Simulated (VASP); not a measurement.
Write the native input for VASP 6.6.1 that does the following.

| Item | Value |
| --- | --- |
| Task | relaxation of the atoms |
| Functional | PBE |
| Potentials or basis | VASP PAW PBE potentials, release 64 (Cu) |
| Cutoff | 520 eV |
| k mesh | 14 × 14 × 1 |
| Occupations | methfessel-paxton, width 0.2 eV |
| Spin | no spin polarisation |
| Further INCAR settings | ALGO = Normal; EDIFF = 1e-07; IBRION = 2; EDIFFG = -0.005; NSW = 40 |

The structure of Cu lies in POSCAR:

```
Cu
1.0
    2.5666536938      0.0000000000      0.0000000000
    0.0000000000      2.5666536938      0.0000000000
    0.0000000000      0.0000000000     22.2600000000
Cu
5
Direct
    0.0000000000      0.0000000000      0.3369272237
    0.5000000000      0.5000000000      0.4184590401
    0.0000000000      0.0000000000      0.4999908564
    0.5000000000      0.5000000000      0.5815226728
    0.0000000000      0.0000000000      0.6630544891
```

The cell was built by a generator and needn't be a form met in nature.

One way to write it, as run:

INCAR

```
SYSTEM = Cu
PREC     = Accurate       ! precision mode
ENCUT    = 520            ! plane-wave cutoff, eV
EDIFF    = 1E-7           ! SCF threshold, eV
ISMEAR   = 1              ! smearing method
SIGMA    = 0.2            ! smearing width, eV
LREAL    = .FALSE.        ! projectors in reciprocal space
LASPH    = .TRUE.         ! aspherical terms in the spheres
NELM     = 80             ! most SCF steps
ALGO     = Normal         ! electronic algorithm
ISIF     = 2              ! what is computed and relaxed
LWAVE    = .FALSE.        ! write WAVECAR
LCHARG   = .FALSE.        ! write CHGCAR
GGA      = PE             ! functional
IBRION   = 2              ! ionic algorithm
NSW      = 40             ! ionic steps
EDIFFG   = -0.005         ! ionic threshold
KPAR     = 8
```

KPOINTS

```
Automatic mesh
0
G
  14 14 1
  0 0 0
```

Potentials or basis: VASP PAW PBE potentials, release 64 (Cu).

Command:

```bash
$ cat potpaw_PBE.64/Cu/POTCAR > POTCAR
$ mpirun -np 8 vasp_std > vasp.out
```

Results of the run:

| Property | Result |
| --- | --- |
| Energy gained by relaxing | 2.3 meV/atom |
| Ionic steps | 8 |
| Largest force after relaxing | 0.004 eV/Å |
| Band gap on the k mesh | none (metal or under the smearing width) |

Run time: 2 min on 8 MPI ranks on Intel(R) Xeon(R) Platinum 8559C (Emerald Rapids), with other jobs on the host, peak memory 0.35 GiB a rank.
